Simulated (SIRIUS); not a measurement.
# Al in SIRIUS: convergence with lmax of the potential

The system is Al.

```
CELL_PARAMETERS angstrom
0.00000 2.02481 2.02481
2.02481 0.00000 2.02481
2.02481 2.02481 0.00000
ATOMIC_POSITIONS crystal
Al 0.00000 0.00000 0.00000
```

- Program: SIRIUS 7.12.0
- Task: convergence study
- Functional: PBE
- Potentials or basis: all-electron FP-LAPW
- Cutoff: 158 eV
- Basis: apw+lo standard
- k mesh: 11 × 11 × 11
- Occupations: fermi-dirac, width 0.05 eV
- Spin: no spin polarisation

These are the settings of the first run; the series varies lmax of the potential, with any setting tied to it.

Hardware: 1 thread of Arm Neoverse V1, on a shared host.

**Question.** The values tried are 2, 3, 4, 6, 8, 10, loosest first. From which on does the energy stay within 1 meV/atom of the tightest run that finished?

**Answer.** From 4 on.

| lmax of the potential | energy less the tightest run, at zero smearing (meV/atom) | SCF cycles | CPU time (s) | peak memory (GiB) |
| --- | --- | --- | --- | --- |
| 2 | 2.90 | 5 | 6 | 0.15 |
| 3 | 2.90 | 5 | 6.3 | 0.16 |
| 4 | 0.31 | 5 | 6.9 | 0.18 |
| 6 | 0.01 | 5 | 8.7 | 0.22 |
| 8 | 0.00 | 5 | 12 | 0.28 |
| 10 | 0.00 | 5 | 17 | 0.35 |

The tightest run that finished is the yardstick and may itself not be fully converged.
